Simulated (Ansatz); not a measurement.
**KBr (Fm-3m) under several functionals**

**Experimental background.**

A printed reference work, data compilation reports, for a bulk crystal of KBr at 298.15 K: lattice constant a 6.5982 ± 0.0002 Å.

Plane-wave DFT in Ansatz with scalar-relativistic PAW potentials. The same structure was relaxed (cell and atoms, symmetry kept) in separate runs at each level. No spin polarisation.

How do the levels LDA, PBE, PBEsol compare?

| level | cutoff (eV) | k mesh | V (Å³/atom) | a (Å) | gap (eV) |
| --- | --- | --- | --- | --- | --- |
| LDA | 420 | 6×6×6 | 32.376 | 6.374 | 4.32 |
| PBEsol | 420 | 6×6×6 | 35.123 | 6.550 | 4.34 |
| PBE | 420 | 6×6×6 | 37.588 | 6.700 | 4.32 |

The usual order of volumes, LDA < PBEsol < PBE, holds here (32.376, 35.123, 37.588 Å³/atom). As a rule LDA overbinds; PBEsol, built on the gradient expansion of slowly varying densities, lies between LDA and PBE; PBE's stronger gradient term for exchange weakens bonds. Each gap belongs to its own cell, so it mixes the functional's effect with that of the volume; gaps are the least found on the k mesh or on a band path.

For PBE: A measured lattice constant a of KBr is 6.5982 Å (298.15 K; a printed reference work, data compilation); the calculated 6.700 Å misses it by +1.5 %. The calculations are for 0 K without zero-point motion.